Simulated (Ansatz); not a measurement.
This SnO2 structure is the end of a relaxation. The cell was found from a structure generator's guess, not taken from experiment.

Level of theory: Ansatz 0.2.0, DFT PBE, scalar-relativistic, plane waves, PAW. Cutoff 420 eV, Γ-centred mesh, Gaussian smearing, no spin polarisation.

```
Sn O
1.0
     0.00000    3.93837    3.93837
     3.93837    0.00000    3.93837
     3.93837    3.93837    0.00000
Sn O
2 4
Direct
  0.75000 0.75000 0.75000
  0.25000 0.25000 0.25000
  0.82243 0.39252 0.39252
  0.39252 0.82243 0.39252
  0.39252 0.39252 0.82243
  0.39252 0.39252 0.39252
```

The zero of energy is the elements' standard structures at the same level (O₂ as a molecule); no fitted shifts are applied. The references include grey tin.

Question: Find its symmetry and describe it.

Answer: F-43m (No. 216). Conventional cell: a = 7.877 Å. Sn on its first site is surrounded by 12 O at 3.23 Å (long against covalent radii, as for large ions); Sn on its second site has 4 O at 1.94 Å; O has 1 Sn at 1.94 Å, 3 O at 2.39 Å, 3 O at 3.18 Å and 3 Sn at 3.23 Å.

Question: What is its formation energy per atom?

Answer: +0.14 eV/atom. It can't be a ground state, since the elements alone are lower.

Question: Is it a metal?

Answer: Yes, bands cross the Fermi level on the 8×8×8 mesh.

The last run used an 8×8×8 mesh for its 6-atom cell and Gaussian smearing of 0.10 eV. Weakly bound directions are ill-defined at this level, which has no dispersion term. The cell is a metal run without spin; a magnetic state may lie lower. Symmetry constrained the relaxation, so the result can be a saddle point. Another cell of SnO2 relaxed alike, in P4_2/mnm (a Materials Project cell), lies 1.75 eV/atom lower, so this cell isn't the stable form at this level.
